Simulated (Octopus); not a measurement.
## P under changes of volume

One of the cells (16.144 Å³/atom); the others are scaled copies at fixed shape and fractional positions:

```
CELL_PARAMETERS angstrom
1.72573 0.99635 3.12968
-1.72573 0.99635 3.12968
0.00000 -1.99270 3.12968
ATOMIC_POSITIONS crystal
P 0.77292 0.77292 0.77292
P 0.22708 0.22708 0.22708
```

This isn't the form of P at room conditions, which is orthorhombic.

```yaml
Program: Octopus 16.4
Functional: PBEsol
Potentials_or_basis: pseudodojo_pbesol (PseudoDojo 0.4, PBEsol)
Grid_spacing: 0.177 Å
k_mesh: 9 × 9 × 9
Occupations: fermi-dirac, width 0.05 eV
Spin: no spin polarisation
```

| volume (Å³/atom) | energy over the lowest point (meV/atom) | largest force (eV/Å) |
| --- | --- | --- |
| 15.175 | 9.17 | 0.690 |
| 15.498 | 2.44 | 0.535 |
| 15.821 | 0.00 | 0.396 |
| 16.144 | 1.77 | 0.275 |
| 16.467 | ? | ? |
| 16.789 | 14.92 | 0.020 |
| 17.112 | 26.16 | 0.102 |

Task: What does the run at 16.467 Å³/atom give?

Result: Energy over the lowest point 6.78 meV/atom; largest force 0.148 eV/Å.

Worked out: A Birch-Murnaghan fit of order 3 (a polynomial in V^(-2/3)) to the other rows has its minimum at 15.85 Å³/atom with B0 = V·E''(V) = 95 GPa and B' = 4.2 at fixed shape and positions, which overstates the stiffness. It gives 6.75 meV/atom at 16.467 Å³/atom, against the run's 6.78.

Energies are extrapolated to zero smearing.
